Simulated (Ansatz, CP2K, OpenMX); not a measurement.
# AlFe: programs and potentials compared

```
CELL_PARAMETERS angstrom
2.91000 0.00000 0.00000
0.00000 2.91000 0.00000
0.00000 0.00000 2.91000
ATOMIC_POSITIONS crystal
Fe 0.50000 0.50000 0.50000
Al 0.00000 0.00000 0.00000
```

Alike in all runs: task band structure; functional LDA; k mesh 9 × 9 × 9; occupations fermi-dirac, width 0.05 eV; collinear spin, ferromagnetic start; no spin-orbit coupling. LDA stands for any of its common fits. Pressure is positive in compression and, in plane waves, holds the error of the finite cutoff, which Ansatz's Pulay term estimates and takes out.

| program and potentials | plane-wave cutoff (eV) | notes | pressure (GPa) | net moment per atom (μB) |
| --- | --- | --- | --- | --- |
| Ansatz, Ansatz PAW | 420 | potentials made for PBE, which Ansatz adapts in part; Pulay term of +0.12 GPa included | -16.48 | 0.31 |
| OpenMX, OpenMX 2013 LDA set, Fe6.0H-s3p2d2, Al7.0-s2p2d1, grid cutoff 500 Ry | - | atomic basis | -16.74 | 0.32 |
| CP2K, GTH_POTENTIALS Fe GTH-PADE-q16, Al GTH-PADE-q3; TZVP-MOLOPT-PBE-GTH basis | - | atomic basis | -16.40 | 0.35 |
| Ansatz, all-electron LAPW, scalar-relativistic | - | - | -16.54 | 0.31 |

The pressure spans -16.74 (OpenMX, OpenMX 2013 LDA set, Fe6.0H-s3p2d2, Al7.0-s2p2d1, grid cutoff 500 Ry) to -16.40 GPa (CP2K, GTH_POTENTIALS Fe GTH-PADE-q16, Al GTH-PADE-q3; TZVP-MOLOPT-PBE-GTH basis), with all-electron results at -16.54. The net moment per atom spans 0.31 (Ansatz, all-electron LAPW, scalar-relativistic) to 0.35 μB (CP2K, GTH_POTENTIALS Fe GTH-PADE-q16, Al GTH-PADE-q3; TZVP-MOLOPT-PBE-GTH basis), with all-electron results at 0.31. The cell lies far from this level's equilibrium. The state is the one that the start led to, which needn't be the lowest. Rows in atomic bases carry the error of their basis and grid, which can be large.

Differences between rows come from potentials, basis sets and numerical settings, since the functional is the same but for its coding. Runs on potential files found faulty are left out.
